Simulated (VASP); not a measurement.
Computed with PBE GGA, VASP's PBE PAW potentials (set 64) (plane waves; VASP).

VASP input:

INCAR:
```
SYSTEM=AlSb
PREC=Accurate; ENCUT=400; LREAL=.False.
LASPH=.True.
EDIFF=1E-6; NELM=100; ALGO=Normal
LMAXMIX=4
ISMEAR=0; SIGMA=0.05
GGA=PE
IBRION=2; NSW=40; ISIF=3
EDIFFG=-0.01
LWAVE=.False.; LCHARG=.False.
```

File KPOINTS:
```
kpoints
0
G
 6 6 6
```

### POSCAR
```
AlSb
1
    0.0000000000     3.1314000000     3.1314000000
    3.1314000000     0.0000000000     3.1314000000
    3.1314000000     3.1314000000     0.0000000000
Al Sb
1 1
Direct
 -0.0111771093   0.0111771093   0.0271444083
  0.2500000000   0.2500000000   0.2500000000
```

POTCAR, in this order: Al Sb (PBE.64 set). Program: vasp_std.

What VASP printed:

OUTCAR:
```
 ion  position               nearest neighbor table
   1  0.989  0.011  0.027-   2 2.62   2 2.67   2 2.76   2 2.81
   2  0.250  0.250  0.250-   1 2.62   1 2.67   1 2.76   1 2.81
  LATTYP: Found a face centered cubic cell.
 ALAT       =     6.2628000000
 Subroutine PRICEL returns:
 Original cell was already a primitive cell.
 Subroutine GETGRP returns: Found  1 space group operations
The static configuration has the point symmetry C_1 .
The dynamic configuration has the point symmetry C_1 .
 Subroutine INISYM returns: Found  1 space group operations
 Subroutine IBZKPT returns following result:
 Found    112 irreducible k-points:

 Following reciprocal coordinates:
            Coordinates               Weight
  0.000000  0.000000  0.000000      1.000000
  0.166667  0.000000  0.000000      2.000000
  0.000000  0.166667  0.000000      2.000000
  0.000000  0.000000  0.166667      2.000000
  0.166667  0.166667  0.166667      2.000000
  0.333333  0.000000  0.000000      2.000000
  0.000000  0.333333  0.000000      2.000000
  0.000000  0.000000  0.333333      2.000000
  0.333333  0.333333  0.333333      2.000000
...
```

**OSZICAR**
```
       N       E                     dE             d eps       ncg     rms          rms(c)
DAV:   1     0.129983888942E+02    0.12998E+02   -0.23838E+03  1800   0.566E+02
DAV:   2    -0.774763383689E+01   -0.20746E+02   -0.20302E+02  2320   0.797E+01
DAV:   3    -0.821194734344E+01   -0.46431E+00   -0.46431E+00  2344   0.152E+01
DAV:   4    -0.821483707295E+01   -0.28897E-02   -0.28897E-02  2712   0.143E+00
DAV:   5    -0.821484923214E+01   -0.12159E-04   -0.12159E-04  2408   0.731E-02    0.327E+00
DAV:   6    -0.815277169936E+01    0.62078E-01   -0.99807E-02  1904   0.148E+00    0.201E+00
DAV:   7    -0.813496511632E+01    0.17807E-01   -0.85833E-02  2048   0.155E+00    0.428E-01
DAV:   8    -0.813576016409E+01   -0.79505E-03   -0.71379E-03  1840   0.481E-01    0.968E-02
DAV:   9    -0.813609154155E+01   -0.33138E-03   -0.52681E-04  2400   0.156E-01    0.268E-02
DAV:  10    -0.813613726503E+01   -0.45723E-04   -0.39233E-05  2472   0.376E-02    0.132E-02
DAV:  11    -0.813616773790E+01   -0.30473E-04   -0.55142E-05  1952   0.486E-02    0.479E-03
DAV:  12    -0.813616825335E+01   -0.51544E-06   -0.66248E-07  2576   0.588E-03
   1 F= -.81361683E+01 E0= -.81361683E+01  d E =-.813617E+01
       N       E                     dE             d eps       ncg     rms          rms(c)
DAV:   1    -0.819890241228E+01   -0.62735E-01   -0.28090E+00  2000   0.102E+01    0.621E-01
DAV:   2    -0.819550141462E+01    0.34010E-02   -0.11521E-01  2256   0.254E+00    0.355E-01
DAV:   3    -0.818783172260E+01    0.76697E-02   -0.28285E-02  2512   0.100E+00    0.687E-02
DAV:   4    -0.818799701989E+01   -0.16530E-03   -0.21516E-03  1984   0.346E-01    0.519E-02
DAV:   5    -0.818799904818E+01   -0.20283E-05   -0.90688E-05  2688   0.679E-02    0.157E-02
DAV:   6    -0.818800211534E+01   -0.30672E-05   -0.63527E-06  2216   0.171E-02    0.360E-03
DAV:   7    -0.818800314750E+01   -0.10322E-05   -0.15430E-06  2024   0.782E-03    0.183E-03
DAV:   8    -0.818800332892E+01   -0.18142E-06   -0.16892E-07   928   0.287E-03
   2 F= -.81880033E+01 E0= -.81880033E+01  d E =-.518351E-01
       N       E                     dE             d eps       ncg     rms          rms(c)
DAV:   1    -0.818958426884E+01   -0.15811E-02   -0.53539E-02  2040   0.140E+00    0.851E-02
DAV:   2    -0.818952758790E+01    0.56681E-04   -0.22304E-03  2224   0.353E-01    0.498E-02
DAV:   3    -0.818937978160E+01    0.14781E-03   -0.54177E-04  2552   0.139E-01    0.922E-03
DAV:   4    -0.818938252329E+01   -0.27417E-05   -0.40563E-05  1952   0.477E-02    0.673E-03
DAV:   5    -0.818938234753E+01    0.17576E-06   -0.17479E-06  1784   0.961E-03
   3 F= -.81893823E+01 E0= -.81893823E+01  d E =-.532141E-01
       N       E                     dE             d eps       ncg     rms          rms(c)
DAV:   1    -0.819893581993E+01   -0.95533E-02   -0.13761E-01  2392   0.227E+00    0.194E-01
DAV:   2    -0.819704719087E+01    0.18886E-02   -0.51468E-03  2544   0.516E-01    0.111E-01
DAV:   3    -0.819612723420E+01    0.91996E-03   -0.34518E-03  2552   0.332E-01    0.238E-02
DAV:   4    -0.819614202858E+01   -0.14794E-04   -0.24064E-04  1936   0.112E-01    0.197E-02
DAV:   5    -0.819614289739E+01   -0.86881E-06   -0.84890E-06  2704   0.217E-02
   4 F= -.81961429E+01 E0= -.81961429E+01  d E =-.676055E-02
       N       E                     dE             d eps       ncg     rms          rms(c)
DAV:   1    -0.819884471025E+01   -0.27027E-02   -0.64486E-02  2376   0.155E+00    0.132E-01
DAV:   2    -0.819796785570E+01    0.87685E-03   -0.24073E-03  2536   0.354E-01    0.757E-02
DAV:   3    -0.819753915558E+01    0.42870E-03   -0.16044E-03  2584   0.227E-01    0.166E-02
DAV:   4    -0.819754635467E+01   -0.71991E-05   -0.11094E-04  1928   0.763E-02    0.137E-02
DAV:   5    -0.819754697827E+01   -0.62360E-06   -0.41161E-06  2472   0.150E-02
   5 F= -.81975470E+01 E0= -.81975470E+01  d E =-.816463E-02
       N       E                     dE             d eps       ncg     rms          rms(c)
DAV:   1    -0.820319311733E+01   -0.56468E-02   -0.13663E-01  2312   0.207E+00    0.211E-01
DAV:   2    -0.820090845630E+01    0.22847E-02   -0.56539E-03  2424   0.539E-01    0.123E-01
DAV:   3    -0.819978778179E+01    0.11207E-02   -0.41721E-03  2632   0.361E-01    0.273E-02
DAV:   4    -0.819979737039E+01   -0.95886E-05   -0.26951E-04  1944   0.118E-01    0.224E-02
DAV:   5    -0.819979707351E+01    0.29688E-06   -0.10882E-05  2552   0.242E-02    0.775E-03
DAV:   6    -0.819979775479E+01   -0.68128E-06   -0.11026E-06  1952   0.717E-03
   6 F= -.81997978E+01 E0= -.81997978E+01  d E =-.225078E-02
       N       E                     dE             d eps       ncg     rms          rms(c)
DAV:   1    -0.819981446156E+01   -0.17388E-04   -0.39834E-04  2360   0.113E-01    0.113E-02
DAV:   2    -0.819980795948E+01    0.65021E-05   -0.16144E-05  2448   0.287E-02    0.655E-03
DAV:   3    -0.819980508064E+01    0.28788E-05   -0.12046E-05  2632   0.194E-02    0.150E-03
DAV:   4    -0.819980516252E+01   -0.81879E-07   -0.72842E-07   952   0.637E-03
   7 F= -.81998052E+01 E0= -.81998052E+01  d E =-.225818E-02
       N       E                     dE             d eps       ncg     rms          rms(c)
DAV:   1    -0.819989101309E+01   -0.85932E-04   -0.41399E-03  2168   0.391E-01    0.240E-02
DAV:   2    -0.819988193256E+01    0.90805E-05   -0.15955E-04  2392   0.951E-02    0.137E-02
DAV:   3    -0.819987005122E+01    0.11881E-04   -0.44932E-05  2520   0.400E-02    0.231E-03
DAV:   4    -0.819987035611E+01   -0.30489E-06   -0.33134E-06  1968   0.135E-02
   8 F= -.81998704E+01 E0= -.81998704E+01  d E =-.651936E-04
       N       E                     dE             d eps       ncg     rms          rms(c)
DAV:   1    -0.819987521436E+01   -0.51631E-05   -0.15526E-04  2160   0.758E-02    0.464E-03
DAV:   2    -0.819987483985E+01    0.37451E-06   -0.58561E-06  2376   0.183E-02
   9 F= -.81998748E+01 E0= -.81998748E+01  d E =-.696773E-04
```

File OUTCAR:
```
------------------------ aborting loop because EDIFF is reached ----------------------------------------
  FORCE on cell =-STRESS in cart. coord.  units (eV):
  Direction    XX          YY          ZZ          XY          YZ          ZX
  --------------------------------------------------------------------------------------
  Total        0.0039052     -0.0069691     -0.0088980     -0.0070718     -0.0066047     -0.0039882
  in kB        0.1033616     -0.1844532     -0.2355074     -0.1871724     -0.1748099     -0.1055574
  external PRESSURE =      -0.1055330 kB  Pullay stress =       0.0000000 kB
  volume of cell :       60.53
      direct lattice vectors                 reciprocal lattice vectors
    -0.000339680  3.117623139  3.118113768    -0.160521078  0.160345598  0.160368852
     3.115000960  0.000082058  3.117875737     0.160474645 -0.160416491  0.160408731
     3.114263909  3.116532389  0.001139552     0.160573033  0.160471946 -0.160429203
 POSITION                                       TOTAL-FORCE (eV/Angst)
 -----------------------------------------------------------------------------------
      0.05964      3.14262      3.11742        -0.001837     -0.000447      0.008333
      1.61661      1.58332      1.56000         0.001837      0.000447     -0.008333
 -----------------------------------------------------------------------------------
    total drift:                               -0.000056     -0.000030     -0.000067
  FREE ENERGIE OF THE ION-ELECTRON SYSTEM (eV)
  ---------------------------------------------------
  free  energy   TOTEN  =        -8.1998748399 eV

  energy  without entropy=       -8.1998748399  energy(sigma->0) =       -8.19987484

 reached required accuracy - stopping structural energy minimisation
```
(Selected blocks of OUTCAR.)

CONTCAR:
```
AlSb
   1.00000000000000
    -0.0003396797613117    3.1176231388368811    3.1181137684368334
     3.1150009604410700    0.0000820579471547    3.1178757371327808
     3.1142639094395927    3.1165323893594903    0.0011395523010868
  Al              Sb
     1     1
Direct
     0.9942693850498652    0.0055039639850591    0.0137528140606084
     0.2445535056501346    0.2556731453149410    0.2633915942393950
```

### OUTCAR
```
 val. band max:        4.3819718526   @ k =   0.0000   0.0000   0.0000

 cond. band min:       5.5888652668   @ k =   0.0000   0.0000   0.5000


 Fermi energy:         4.6347409653

 k-point     1 :       0.0000    0.0000    0.0000
  band No.  band energies     occupation
      1      -6.0931      2.00000
      2       4.3721      2.00000
      3       4.3751      2.00000
      4       4.3820      2.00000
      5       5.6284      0.00000
      6       7.4469      0.00000
      7       7.4484      0.00000
      8       7.4504      0.00000

 k-point     2 :       0.1667    0.0000    0.0000
  band No.  band energies     occupation
      1      -5.8546      2.00000
      2       2.3082      2.00000
      3       4.0865      2.00000
      4       4.0925      2.00000
      5       6.2228      0.00000
      6       7.8776      0.00000
      7       7.8803      0.00000
      8       8.5412      0.00000

 k-point     3 :       0.0000    0.1667    0.0000
  band No.  band energies     occupation
      1      -5.8546      2.00000
      2       2.3097      2.00000
      3       4.0837      2.00000
      4       4.0935      2.00000
      5       6.2212      0.00000
      6       7.8776      0.00000
      7       7.8796      0.00000
      8       8.5426      0.00000

 k-point     4 :       0.0000    0.0000    0.1667
  band No.  band energies     occupation
      1      -5.8544      2.00000
      2       2.3151      2.00000
      3       4.0834      2.00000
      4       4.0876      2.00000
      5       6.2162      0.00000
      6       7.8767      0.00000
      7       7.8788      0.00000
      8       8.5463      0.00000

 k-point     5 :       0.1667    0.1667    0.1667
  band No.  band energies     occupation
      1      -5.8546      2.00000
      2       2.3109      2.00000
      3       4.0857      2.00000
      4       4.0904      2.00000
      5       6.2207      0.00000
      6       7.8786      0.00000
      7       7.8793      0.00000
...
```

Unless said otherwise, spin-orbit coupling is left out, though it shifts the bands of the heavy elements here.

The compound is AlSb in the zinc blende structure. In the starting cell atoms are displaced from their ideal sites. This run relaxes it.
